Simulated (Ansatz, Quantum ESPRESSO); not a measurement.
## HgTe: the pressure in 2 programs

The cell as given:

The structure is cubic, space group F-43m (No. 216). Conventional cell: a = 6.429 Å, b = 6.429 Å, c = 6.429 Å, α = 90.00°, β = 90.00°, γ = 90.00°. Around Hg (site symmetry -43m) lie 4 Te at 2.78 Å. Te (site symmetry -43m) is surrounded by 4 Hg at 2.78 Å.

Kept alike: task relaxation of cell and atoms; functional PBEsol; k mesh 7 × 7 × 7; occupations fermi-dirac, width 0.05 eV; no spin polarisation. The mesh is that of the run's cell of 2 atoms. No spin-orbit coupling.

- A: Ansatz, all-electron LAPW, scalar-relativistic
- B: Quantum ESPRESSO, GBRV 1.5 PBEsol, cutoff 707 eV

| pressure (GPa) | A: volume (Å³/atom) | B: volume (Å³/atom) |
| --- | --- | --- |
| 0 | 34.506 | 34.757 |
| 5 | 31.411 | 31.679 |
| 10 | 29.470 | 29.717 |

Values hold for each row's relaxed cell, which stops near the pressure aimed at. The runs follow the start's structure, whether or not it is the stable one at these pressures.

**Question.** How large is the effect of the pressure, and do the programs agree on it?

**Answer.** From 0 to 10 GPa the volume moves by -5.036 in A, -5.040 in B (Å³/atom). Row by row the programs differ by 0.247 to 0.268, and over this span the shifts, as printed, agree within 1 %.
